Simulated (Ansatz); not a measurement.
# Mo (Im-3m) in Ansatz: further runs

The runs below take Mo through relaxation of cell and atoms, with BLYP+D3(BJ), PBEsol+D4.

Program: Ansatz 0.2.0. These are calculated values, not measurements. Logs are shortened: lines on timing, memory, paths and dates and some standing lists are left out, and cuts for length are marked.

## (1) The crystal as given

The structure is cubic, space group Im-3m (No. 229). The conventional cell has a = 3.168 Å, b = 3.168 Å, c = 3.168 Å, α = 90.00°, β = 90.00°, γ = 90.00°. Mo (site symmetry m-3m) is surrounded by 8 Mo at 2.74 Å.

## (2) Relaxation of cell and atoms, BLYP+D3(BJ)

Contents of input.yaml:

```yaml
crystal:
  lattice:
    - [-1.5838089719, 1.5838089719, 1.5838089719]
    - [1.5838089719, -1.5838089719, 1.5838089719]
    - [1.5838089719, 1.5838089719, -1.5838089719]
  atoms:
    - { symbol: Mo, position: [0.0, 0.0, 0.0] }
hamiltonian:
  xc: blyp
  pseudopotentials: { kind: paw }
  dispersion: d3bj
kpoints:
  mp_grid: { grid: [12, 12, 12] }
scf:
  occupations: { method: fermi_dirac, width: 0.05 }
output:
  forces: true
  stress: true
  write_density: true
  write_potential: true
  elf: true
  volumetric_format: npy
relax:
  f_tol: 0.01
  max_steps: 40
  cell: { stress_tol: 0.05 }
```

Potentials or basis: Ansatz PAW.

Started as:

```console
$ ansatz run input.yaml --threads 2 --pin off --max-ram 5632MiB --backend cpu --events-out ev --progress --plain --runs-dir out
```

The log of the run:

```text
Warning: RAYON_NUM_THREADS=2 ignored (pool sized by the plan → 2); use --threads N
Engine: ansatz 0.2.0, x86_64-unknown-linux-gnu
Pseudopotentials: kind: paw
Pseudopotential: Mo, paw, valence charge 14, recommended cutoff 420 eV (normal), Mo.paw.azcp
Functional definition: BLYP
  parameter beta = 0.0042
  parameter a = 0.04918
  parameter b = 0.132
  parameter c = 0.2533
  parameter d = 0.349
  exchange = b88_x(beta = beta)
  correlation = lyp_c(a = a, b = b, c = c, d = d)
Crystal: 1 atoms, lattice volume = 15.892 Å³
Basis set: ecut = 420 eV, 321 PW (Γ), exchange–correlation on 40×40×40 points (8 copies of the dense FFT grid, shifted against one another)
Bands: 11, of which v1, the nominal top of the filled ones, is band 7 counted from 1 (6 counted from 0)
Symmetry: 48 space group operations
Space group: Im-3m (ITA 229), of the structure as read, at distance tolerance 2.5e-5 Å
k-points: 72 of 1728
Non-local potential: Mo, projectors of the file, l = 0: 3, l = 1: 2, l = 2: 2, l = 3: 1
PAW form: soft (Blöchl's): semilocal exchange-correlation on the pseudo side does not see the compensation charge
PAW frozen core: Mo, regenerated for the run's functional, and the local potential with it (the file was generated under x = pbe(κ = 0.804, μ = 0.2195149727645171), c = pbe(β = 0.06672455060314922))
PAW one-centre angular grid: Mo, 590 points (default); XC on 64 Gauss nodes
Initial density: superposition of atomic densities (neutral atoms: chi_scale 0, normalization atom), corrected by the library's trained network
Initial wavefunctions: pseudopotential atomic-orbital guess
Functional: x = b88, c = lyp
SCF iter   1: F=—  HF=-4970.733042 eV  |F-HF|=—  |Δ(HF+E_count)|=         —  Δρ=1.03e-2  dr2=1.82e-2  ethr=1.77e-3  ⟨swp⟩=5.1  Hψ=4716  notcnv=0
preconditioner: auto → none  [metal: Δε(μ)=0.078 eV  Ē_g=8.121 eV  σ=0.050 eV  W_gap=0.36  n_scr=0 (ndim 8)  ℏωp=22.8 eV  f_vac=0.000  D(μ)=0.30/eV (n_scr^D=0)]
SCF iter   2: F=—  HF=-4970.726834 eV  |F-HF|=—  |Δ(HF+E_count)|=   6.21e-3  Δρ=2.18e-3  dr2=2.39e-4  ethr=1.30e-4  ⟨swp⟩=2.8  Hψ=1998  notcnv=0  defer=4
SCF iter   3: F=—  HF=-4970.727004 eV  |F-HF|=—  |Δ(HF+E_count)|=   1.70e-4  Δρ=1.05e-3  dr2=5.62e-5  ethr=1.71e-6  ⟨swp⟩=1.1  Hψ=795  notcnv=0  defer=4
SCF iter   4: F=—  HF=-4970.727061 eV  |F-HF|=—  |Δ(HF+E_count)|=   5.75e-5  Δρ=4.01e-5  dr2=7.61e-8  ethr=4.02e-7  ⟨swp⟩=2.2  Hψ=1073  notcnv=0  defer=4
iter 5 did not close the SCF: its close was put off for the readings that it lacked (scf_convergence_deferred on its scf_iter line)
SCF iter   5: F=-4970.727061 eV  HF=-4970.727061 eV  |F-HF|=2.89e-9  |Δ(HF+E_count)|=   2.38e-7  Δρ=7.22e-6  dr2=4.69e-9  ethr=5.44e-10  ⟨swp⟩=2.0  Hψ=1183  notcnv=0  defer=4
SCF iter   6: F=-4970.727061 eV  HF=-4970.727061 eV  |F-HF|=8.19e-12  |Δ(HF+E_count)|=  8.40e-10  Δρ=8.30e-7  dr2=3.31e-11  ethr=3.35e-11  ⟨swp⟩=4.1  Hψ=3877  notcnv=0
SCF 1 converged in 6 iterations: F = -4970.727061 eV  dr2 = 3.31e-11
relax step   1: F+E_penalty+E_count = -4970.72706145 eV  Δ(F+E_penalty+E_count) = +0.000e0 eV  max|allowed force component| = 0.000e0 eV/Å  Δτ_max = 0.0000 Å  P = -9.641 GPa  Ω = 15.892 Å³  (6 SCF iters, dr2 threshold 1.00e-7 eV, accepted)
Crystal: 1 atoms, lattice volume = 14.133 Å³
Basis set: ecut = 420 eV, 249 PW (Γ), exchange–correlation on 40×40×40 points (8 copies of the dense FFT grid, shifted against one another)
Initial density: handed on by an earlier stage of this run
Initial wavefunctions: those handed on with the density
iter 1 solved again at ethr=1.54e-5 eV; its pass at ethr=3.10e-3 eV (dr2=2.16e-3 eV) is discarded
SCF iter   1: F=—  HF=-4970.656382 eV  |F-HF|=—  |Δ(HF+E_count)|=         —  Δρ=6.87e-3  dr2=1.99e-3  ethr=1.54e-5  ⟨swp⟩=2.1  Hψ=6290  notcnv=0
preconditioner: auto → none  [insulator: Δε(μ)=0.178 eV  Ē_g=9.171 eV  σ=0.050 eV  W_gap=0.52  n_scr=0 (ndim 8)  ℏωp=24.2 eV  f_vac=0.000  D(μ)=0.34/eV (n_scr^D=0)  ε∞_Penn≈8.0]
SCF iter   2: F=—  HF=-4970.657372 eV  |F-HF|=—  |Δ(HF+E_count)|=   9.90e-4  Δρ=3.29e-3  dr2=4.53e-4  ethr=1.42e-5  ⟨swp⟩=1.9  Hψ=1008  notcnv=0
SCF iter   3: F=—  HF=-4970.657809 eV  |F-HF|=—  |Δ(HF+E_count)|=   4.37e-4  Δρ=5.68e-4  dr2=2.48e-5  ethr=3.24e-6  ⟨swp⟩=2.4  Hψ=1166  notcnv=0
SCF iter   4: F=—  HF=-4970.657806 eV  |F-HF|=—  |Δ(HF+E_count)|=   2.37e-6  Δρ=7.37e-5  dr2=1.92e-7  ethr=1.77e-7  ⟨swp⟩=2.0  Hψ=1192  notcnv=0
SCF iter   5: F=-4970.657807 eV  HF=-4970.657807 eV  |F-HF|=5.37e-10  |Δ(HF+E_count)|=   3.08e-7  Δρ=2.49e-6  dr2=4.72e-10  ethr=7.14e-10  ⟨swp⟩=7.4  Hψ=3955  notcnv=0
SCF 2 converged in 5 iterations: F = -4970.657807 eV  dr2 = 4.72e-10
relax step   2: F+E_penalty+E_count = -4970.65780671 eV  Δ(F+E_penalty+E_count) = +6.925e-2 eV  max|allowed force component| = 0.000e0 eV/Å  Δτ_max = 0.0000 Å  P = +25.842 GPa  Ω = 14.133 Å³  energy of the carried Pulay correction = +3.360e-4 eV  (5 SCF iters, dr2 threshold 1.00e-7 eV, rejected (line search))
Crystal: 1 atoms, lattice volume = 15.372 Å³
iter 1 solved again at ethr=9.78e-6 eV; its pass at ethr=3.10e-3 eV (dr2=1.37e-3 eV) is discarded
SCF iter   1: F=—  HF=-4970.744481 eV  |F-HF|=—  |Δ(HF+E_count)|=         —  Δρ=5.03e-3  dr2=1.28e-3  ethr=9.78e-6  ⟨swp⟩=1.5  Hψ=6305  notcnv=0
preconditioner: auto → none  [metal: Δε(μ)=0.109 eV  Ē_g=8.437 eV  σ=0.050 eV  W_gap=0.47  n_scr=0 (ndim 8)  ℏωp=23.2 eV  f_vac=0.000  D(μ)=0.27/eV (n_scr^D=0)]
SCF iter   2: F=—  HF=-4970.745004 eV  |F-HF|=—  |Δ(HF+E_count)|=   5.23e-4  Δρ=2.31e-3  dr2=2.54e-4  ethr=9.13e-6  ⟨swp⟩=2.4  Hψ=1178  notcnv=0
SCF iter   3: F=—  HF=-4970.745264 eV  |F-HF|=—  |Δ(HF+E_count)|=   2.59e-4  Δρ=5.39e-4  dr2=1.84e-5  ethr=1.81e-6  ⟨swp⟩=2.3  Hψ=1131  notcnv=0
SCF iter   4: F=—  HF=-4970.745270 eV  |F-HF|=—  |Δ(HF+E_count)|=   6.33e-6  Δρ=5.39e-5  dr2=1.28e-7  ethr=1.32e-7  ⟨swp⟩=2.6  Hψ=1246  notcnv=0
SCF iter   5: F=—  HF=-4970.745271 eV  |F-HF|=—  |Δ(HF+E_count)|=   3.73e-7  Δρ=2.19e-6  dr2=3.53e-10  ethr=9.15e-10  ⟨swp⟩=2.7  Hψ=1304  notcnv=0
SCF iter   6: F=-4970.745271 eV  HF=-4970.745271 eV  |F-HF|=1.82e-12  |Δ(HF+E_count)|=  1.86e-10  Δρ=2.11e-7  dr2=3.63e-12  ethr=1.00e-12  ⟨swp⟩=6.0  Hψ=3308  notcnv=0
SCF 3 converged in 6 iterations: F = -4970.745271 eV  dr2 = 3.63e-12
relax step   3: F+E_penalty+E_count = -4970.74527059 eV  Δ(F+E_penalty+E_count) = -1.821e-2 eV  max|allowed force component| = 0.000e0 eV/Å  Δτ_max = 0.0000 Å  P = -1.275 GPa  Ω = 15.372 Å³  energy of the carried Pulay correction = +9.535e-5 eV  (6 SCF iters, accepted)
Crystal: 1 atoms, lattice volume = 15.300 Å³
iter 1 solved again at ethr=3.91e-8 eV; its pass at ethr=3.10e-3 eV (dr2=5.47e-6 eV) is discarded
SCF iter   1: F=—  HF=-4970.745567 eV  |F-HF|=—  |Δ(HF+E_count)|=         —  Δρ=2.75e-4  dr2=3.65e-6  ethr=3.91e-8  ⟨swp⟩=2.1  Hψ=5602  notcnv=0
preconditioner: auto → none  [metal: Δε(μ)=0.119 eV  Ē_g=8.472 eV  σ=0.050 eV  W_gap=0.50  n_scr=0 (ndim 8)  ℏωp=23.3 eV  f_vac=0.000  D(μ)=0.26/eV (n_scr^D=0)]
SCF iter   2: F=—  HF=-4970.745569 eV  |F-HF|=—  |Δ(HF+E_count)|=   2.06e-6  Δρ=1.38e-4  dr2=9.42e-7  ethr=2.60e-8  ⟨swp⟩=1.0  Hψ=792  notcnv=0
SCF iter   3: F=-4970.745570 eV  HF=-4970.745570 eV  |F-HF|=2.74e-8  |Δ(HF+E_count)|=   7.59e-7  Δρ=1.66e-5  dr2=3.56e-8  ethr=7.14e-10  ⟨swp⟩=5.5  Hψ=4293  notcnv=0
SCF 4 converged in 3 iterations: F = -4970.745570 eV  dr2 = 3.56e-8
relax step   4: F+E_penalty+E_count = -4970.74556992 eV  Δ(F+E_penalty+E_count) = -2.993e-4 eV  max|allowed force component| = 0.000e0 eV/Å  Δτ_max = 0.0000 Å  P = +0.008 GPa  Ω = 15.300 Å³  energy of the carried Pulay correction = +1.088e-4 eV  (3 SCF iters, dr2 threshold 1.00e-7 eV, accepted)
Initial wavefunctions: pseudopotential atomic-orbital guess (no wavefunctions were taken with the density)
iter 1 solved again at ethr=2.42e-8 eV; its pass at ethr=3.10e-3 eV (dr2=3.39e-6 eV) is discarded
SCF iter   1: F=—  HF=-4970.745464 eV  |F-HF|=—  |Δ(HF+E_count)|=         —  Δρ=6.69e-5  dr2=1.23e-7  ethr=2.42e-8  ⟨swp⟩=3.1  Hψ=6998  notcnv=0
preconditioner: auto → none  [metal: Δε(μ)=0.118 eV  Ē_g=8.473 eV  σ=0.050 eV  W_gap=0.49  n_scr=0 (ndim 8)  ℏωp=23.3 eV  f_vac=0.000  D(μ)=0.26/eV (n_scr^D=0)]
SCF iter   2: F=—  HF=-4970.745465 eV  |F-HF|=—  |Δ(HF+E_count)|=   1.25e-6  Δρ=3.25e-5  dr2=1.91e-8  ethr=8.79e-10  ⟨swp⟩=3.0  Hψ=1338  notcnv=0
SCF iter   3: F=—  HF=-4970.745465 eV  |F-HF|=—  |Δ(HF+E_count)|=   1.77e-8  Δρ=8.41e-6  dr2=1.37e-9  ethr=1.37e-10  ⟨swp⟩=1.0  Hψ=801  notcnv=0
SCF iter   4: F=-4970.745465 eV  HF=-4970.745465 eV  |F-HF|=8.19e-12  |Δ(HF+E_count)|=   1.57e-9  Δρ=5.67e-7  dr2=9.51e-12  ethr=1.00e-12  ⟨swp⟩=3.9  Hψ=3592  notcnv=0
SCF 5 converged in 4 iterations: F = -4970.745465 eV  dr2 = 9.51e-12
relax step   5: F+E_penalty+E_count = -4970.74546495 eV  Δ(F+E_penalty+E_count) = +1.050e-4 eV  max|allowed force component| = 0.000e0 eV/Å  Δτ_max = 0.0000 Å  P = +0.008 GPa  Ω = 15.300 Å³  stress off target by 8.34e-3 GPa  SCF on the basis re-selected at this cell (its energy is not comparable with the rows above)  (4 SCF iters)
basis re-selected at this cell: Δ(F+E_penalty+E_count) = +1.050e-4 eV, ΔP = -0.000 GPa vs the last step (what re-selecting the basis moved, of the pressure what is left beyond the Pulay correction that the steps carried, after the strain that the cell walked since its last selection, with what the two solves' SCF thresholds leave and, on support functions, any second-order correction that the steps lacked; it is no measure of the basis error at this ecutwfc). This SCF's stress stands 8.34e-3 GPa from its target on what of the cell is left free (relax.cell.stress_tol is 5.00e-2 GPa) and its largest allowed force component is 0.00e0 eV/Å (relax.f_tol is 1.00e-2 eV/Å): within both
SCF converged after 4 iterations
Free energy (F): -4970.745465 eV
Harris-Foulkes:  -4970.745465 eV  (|F-HF|=8.19e-12)
Internal energy: -4970.743169 eV  (E = F + TS)
E sigma→0 (E₀):  -4970.744317 eV
Entropy (-TS):   -0.002295 eV (-2.295 meV/atom)
Fermi energy:    22.114588 eV
--- Per-component energies (eV) ---
  E_band       = -40.494802
  E_kinetic    = 443.293640
  E_local      = -772.130868  (includes V_loc(G=0)·N_el)
  E_nonlocal   = 143.402833
  E_hartree    = 257.139037
  E_xc         = -180.846683
  E_vxc        = -225.443979  (∫ρ·V_xc dr)
  E_paw        = -3218.060290  (= ΣΔE_a)
  E_vpaw       = -143.894565  (= ΣTr[D̂ρ^β])
  E_aug_tail   = 0.000037  (compensation charges beyond the density's cutoff)
  E_ewald      = -1641.907950
  E_disp       = -1.721375  (pairwise vdW)
  E_core_change = 0.088450  (= ΣΔE_core)
  E_smearing   = -0.002295  (= −TS)
  E_closure    = 0.000000  (closes the sum)
  Σ components = -4970.745465   (vs F -4970.745465, Δ=0.00e0)
--- Forces (eV/Å), atoms counted from 1 ---
  atom   1  Mo     0.00000000    -0.00000000    -0.00000000
  max |Σ_I F_I| component: 9.24e-33 eV/Å
--- Stress (GPa, compression-positive) ---
        0.008344      -0.000000      -0.000000
        0.000000       0.008344       0.000000
        0.000000       0.000000       0.008344
  P = ⅓ Tr σ = 0.0083 GPa (0.083 kbar)
--- Band table (eV; the first three rows and the last of 72) ---
  k-point 0: bands = ["-39.1684", "-12.3824", "-12.3824", "-12.3824", "15.0436", "20.6973", "20.6973", "20.6973", "23.8269", "23.8269", "37.0717"]
  k-point 1: bands = ["-39.1495", "-12.4894", "-12.4154", "-12.3832", "15.3547", "20.5257", "20.6697", "20.9927", "23.5851", "23.8323", "37.2955"]
  k-point 2: bands = ["-39.0978", "-12.7757", "-12.5046", "-12.3854", "16.1663", "20.0891", "20.5464", "21.8504", "23.2410", "23.8716", "37.6294"]
  k-point 71: bands = ["-38.6793", "-13.4086", "-13.4086", "-13.4086", "16.6349", "16.6349", "26.1727", "26.1727", "26.1727", "31.5352", "31.5352"]
--- Relaxed structure (4 steps of the walk, 3 accepted, 1 SCFs on fresh bases) ---
  F+E_penalty+E_count = -4970.74546495 eV   max|allowed force component| = 0.000e0 eV/Å   (the final SCF, on the basis selected at the relaxed cell)
  cell:  # Å, volume = 15.2998 Å³
    - [-1.5639000363557114, 1.5639000363557114, 1.5639000363557114]
    - [1.5639000363557114, -1.5639000363557114, 1.5639000363557114]
    - [1.5639000363557114, 1.5639000363557114, -1.5639000363557114]
  atoms:
    - { symbol: Mo, position: [0.0, 0.0, 0.0] }
```

It took 3.7 s on 2 threads of Intel Xeon at 2.70GHz, shared host; peak memory 0.32 GiB.

What came out:

* Free energy: -4970.7455 eV
* Relaxed volume: 15.30 Å³/atom
* Relaxed cell: a = 2.709 Å, b = 2.709 Å, c = 2.709 Å, α = 109.47°, β = 109.47°, γ = 109.47°
* Space group after relaxing (to 0.05 Å): Im-3m (No. 229)
* Energy gained by relaxing: 18.4 meV/atom
* Ionic steps: 4
* Pressure after relaxing: 0.0 GPa
* Band gap on the k mesh: none (metal or under the smearing width)

Step by step:
| step | energy change (eV) | largest force (eV/Å) | volume (Å³) |
| --- | --- | --- | --- |
| 1 | 0.0000 | 0.0000 | 15.89 |
| 2 | -0.0182 | 0.0000 | 15.37 |
| 3 | -0.0185 | 0.0000 | 15.30 |
| 4 | -0.0184 | 0.0000 | 15.30 |

Final structure:
```yaml
crystal:
  lattice:
    - [-1.56390, 1.56390, 1.56390]
    - [1.56390, -1.56390, 1.56390]
    - [1.56390, 1.56390, -1.56390]
  atoms:
    - { symbol: Mo, position: [0.00000, 0.00000, 0.00000] }
```

Caveat: the plane-wave basis is chosen anew once the cell has moved, so the energies of steps on either side of that aren't comparable; pairwise dispersion overbinds metals, which lowers pressure and volume; the PAW data sets come from PBE, with cores solved anew for the run's functional, which leaves a small shift of forces and pressure.

## (3) Relaxation of cell and atoms, PBEsol+D4

input.yaml, as its differences from that of step 2:

```diff
@@ -8,5 +8,5 @@
 hamiltonian:
-  xc: blyp
+  xc: pbesol
   pseudopotentials: { kind: paw }
-  dispersion: d3bj
+  dispersion: d4
 kpoints:
```

Potentials or basis: Ansatz PAW.

Started as:

```console
$ ansatz run input.yaml --threads 2 --pin off --max-ram 5632MiB --backend cpu --events-out ev --progress --plain --runs-dir out
```

The log of the run:

```text
Warning: RAYON_NUM_THREADS=2 ignored (pool sized by the plan → 2); use --threads N
[... 3 set-up lines as earlier in the session ...]
Functional definition: PBEsol
  exchange = pbesol_x
  correlation = pbesol_c
Crystal: 1 atoms, lattice volume = 15.892 Å³
Basis set: ecut = 420 eV, 321 PW (Γ), exchange–correlation on 40×40×40 points (8 copies of the dense FFT grid, shifted against one another)
Bands: 11, of which v1, the nominal top of the filled ones, is band 7 counted from 1 (6 counted from 0)
[... 2 set-up lines as earlier in the session ...]
k-points: 72 of 1728
[... 3 set-up lines as earlier in the session ...]
[... 88 lines left out ...]
  E_closure    = 0.000000  (closes the sum)
  Σ components = -4897.851099   (vs F -4897.851099, Δ=0.00e0)
--- Forces (eV/Å), atoms counted from 1 ---
  atom   1  Mo    -0.00000000    -0.00000000    -0.00000000
  max |Σ_I F_I| component: 2.47e-32 eV/Å
--- Stress (GPa, compression-positive) ---
        0.002833      -0.000000      -0.000000
       -0.000000       0.002833      -0.000000
        0.000000       0.000000       0.002833
  P = ⅓ Tr σ = 0.0028 GPa (0.028 kbar)
--- Band table (eV; the first three rows and the last of 72) ---
  k-point 0: bands = ["-39.4299", "-12.6305", "-12.6305", "-12.6305", "14.3987", "20.3458", "20.3458", "20.3458", "23.4771", "23.4771", "36.4815"]
  k-point 1: bands = ["-39.4100", "-12.7429", "-12.6649", "-12.6315", "14.7144", "20.1661", "20.3117", "20.6474", "23.2234", "23.4825", "36.7140"]
  k-point 2: bands = ["-39.3555", "-13.0434", "-12.7579", "-12.6340", "15.5400", "19.7107", "20.1552", "21.5237", "22.8759", "23.5241", "37.0697"]
  k-point 71: bands = ["-38.9151", "-13.7000", "-13.7000", "-13.7000", "16.0575", "16.0575", "25.9682", "25.9682", "25.9682", "31.0365", "31.0365"]
--- Relaxed structure (5 steps of the walk, 4 accepted, 1 SCFs on fresh bases) ---
  F+E_penalty+E_count = -4897.85109949 eV   max|allowed force component| = 0.000e0 eV/Å   (the final SCF, on the basis selected at the relaxed cell)
  cell:  # Å, volume = 15.1341 Å³
    - [-1.5582314174729497, 1.5582314174729497, 1.5582314174729497]
    - [1.5582314174729497, -1.5582314174729497, 1.5582314174729497]
    - [1.5582314174729497, 1.5582314174729497, -1.5582314174729497]
  atoms:
    - { symbol: Mo, position: [0.0, 0.0, 0.0] }
```

v_z.tsv:

```text
# z_ang	v_es[eV]	v_tot[eV]
# format = ansatz-planar-average/11
# xc	pbesol
# density_cutoff_ev	1680
# datasets	Mo=:simpson_from_first_knot:soft:shift=-753884
# lattice	-1.558231417	1.558231417	1.558231417
# lattice	1.558231417	-1.558231417	1.558231417
# lattice	1.558231417	1.558231417	-1.558231417
# sites	1
# site	42	0.000000000	0.000000000	0.000000000
0.000000	-2.443621e0	-1.825008e1
0.134947	-1.914427e0	-1.762505e1
0.269894	-3.749379e-1	-1.579460e1
0.404840	2.036645e0	-1.290223e1
0.539787	5.103449e0	-9.196082e0
0.674734	8.536170e0	-5.027481e0
[... 12 lines left out ...]
2.429042	-3.749379e-1	-1.579460e1
2.563989	-1.914427e0	-1.762505e1
```

Run time: 3.7 s. Hardware: 2 threads of Intel Xeon at 2.70GHz, shared host; peak memory 0.32 GiB.

Results:

| Quantity | Value |
| --- | --- |
| Free energy | -4897.8511 eV |
| Relaxed volume | 15.13 Å³/atom |
| Relaxed cell | a = 2.699 Å, b = 2.699 Å, c = 2.699 Å, α = 109.47°, β = 109.47°, γ = 109.47° |
| Space group after relaxing (to 0.05 Å) | Im-3m (No. 229) |
| Energy gained by relaxing | 31.7 meV/atom |
| Ionic steps | 5 |
| Pressure after relaxing | 0.0 GPa |
| Band gap on the k mesh | none (metal or under the smearing width) |

Step by step:
```csv
step,energy change (eV),largest force (eV/Å),volume (Å³)
1,0.0000,0.0000,15.89
2,-0.0310,0.0000,15.25
3,-0.0318,0.0000,15.12
4,-0.0318,0.0000,15.13
5,-0.0317,0.0000,15.13
```

Final structure:
```
Mo
1.0
    -1.55823    1.55823    1.55823
     1.55823   -1.55823    1.55823
     1.55823    1.55823   -1.55823
Mo
1
Direct
  0.00000 0.00000 0.00000
```

Levels at points of the mesh, in eV from the Fermi level:
```
              k point  band 4  band 5  band 6  band 7  band 8  band 9  band 10  band 11
   (0.00, 0.00, 0.00)  -34.34   -7.32   -1.37   -1.37   -1.37    1.76     1.76    14.77
  (0.00, 0.00, -0.50)  -34.36   -5.48   -3.50    1.79    1.82    2.47     5.07    11.99
(-0.50, -0.50, -0.50)  -35.41   -5.66   -5.66    4.25    4.25    4.25     9.32     9.32
```

Caveat: the plane-wave basis is chosen anew once the cell has moved, so the energies of steps on either side of that aren't comparable; pairwise dispersion overbinds metals, which lowers pressure and volume; the PAW data sets come from PBE, with cores solved anew for the run's functional, which leaves a small shift of forces and pressure.
